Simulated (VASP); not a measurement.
A run of VASP 6.6.1 is set up as follows.

File INCAR:

```
SYSTEM = Na
PREC     = Accurate       ! precision mode
ENCUT    = 600            ! plane-wave cutoff, eV
EDIFF    = 1E-6           ! SCF threshold, eV
ISMEAR   = -1             ! smearing method
SIGMA    = 0.05           ! smearing width, eV
LREAL    = .False.        ! projectors in reciprocal space
LASPH    = .True.         ! aspherical terms in the spheres
NELM     = 60             ! most SCF steps
ALGO     = Fast           ! electronic algorithm
ISIF     = 2              ! what is computed and relaxed
LWAVE    = .False.        ! write WAVECAR
LCHARG   = .False.        ! write CHGCAR
LDIPOL   = .True.       
IDIPOL   = 3            
DIPOL    = 0.5 0.5 0.500
GGA      = PE             ! functional
NBANDS   = 30             ! bands
```

KPOINTS

```
Automatic mesh
0
Gamma
  5 5 1
  0 0 0
```

POSCAR

```
Na
1.0
    4.2350000000      0.0000000000      0.0000000000
    0.0000000000      4.2350000000      0.0000000000
    0.0000000000      0.0000000000     25.5875000000
Na
6
Direct
    0.5000000000      0.5000000000      0.2931118710
    0.0000000000      0.0000000000      0.3758671226
    0.5000000000      0.5000000000      0.4586223742
    0.0000000000      0.0000000000      0.5413776258
    0.5000000000      0.5000000000      0.6241328774
    0.0000000000      0.0000000000      0.7068881290
```

Potentials or basis: VASP PAW PBE potentials, release 54 (Na_pv).

Run with:

```bash
$ cat potpaw_PBE.54/Na_pv/POTCAR > POTCAR
$ mpirun -np 1 vasp_std > vasp.out
```

(1) Predict the band gap on the k mesh.

(2) Predict the largest force.

Results:

(1) none (metal or under the smearing width).

(2) 0.052 eV/Å.
